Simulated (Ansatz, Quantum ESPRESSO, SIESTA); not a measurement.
**One calculation of Sb, 4 ways**

```
CELL_PARAMETERS angstrom
-4.03001 4.03001 2.02549
4.03001 -4.03001 2.02549
4.03001 4.03001 -2.02549
ATOMIC_POSITIONS crystal
Sb 0.64724 0.14869 0.80829
Sb 0.14489 0.34584 0.49574
Sb 0.34758 0.85024 0.19552
Sb 0.85045 0.64785 0.49850
```

This isn't the form of Sb at room conditions, which is rhombohedral.

Atoms were shifted at random by some hundredths of an Å from the given cell, which wasn't relaxed again for these runs.

Alike in all runs: task single point; functional PBEsol; k mesh 7 × 7 × 7; occupations fermi-dirac, width 0.05 eV; no spin polarisation; no spin-orbit coupling. Pressure is positive in compression and, in plane waves, holds the error of the finite cutoff, which Ansatz's Pulay term estimates and takes out.

```tsv
program and potentials	plane-wave cutoff (eV)	notes	pressure (GPa)	largest force (eV/Å)	energy over the undisturbed cell (meV/atom)
Ansatz, Ansatz PAW	420	potentials made for PBE, which Ansatz adapts in part; Pulay term of +0.03 GPa included	-0.68	0.219	1.88
Ansatz, all-electron LAPW, scalar-relativistic	-	-	?	?	-
Quantum ESPRESSO, GBRV 1.5 PBEsol	612	-	-0.81	0.217	-
SIESTA, files PseudoDojo sr-pbesol-0.4.1-standard, DZP (energy shift 0.003 Ry; two zetas on semicore shells)	-	atomic basis	0.86	0.264	2.57
```

Problem. Estimate from the other rows what the run with Ansatz, all-electron LAPW, scalar-relativistic gave.

Solution. Pressure -0.67 GPa; largest force 0.219 eV/Å. The other rows, which needn't bracket it: pressure -0.81 to 0.86; largest force 0.217 to 0.264; energy over the undisturbed cell 1.88 to 2.57.
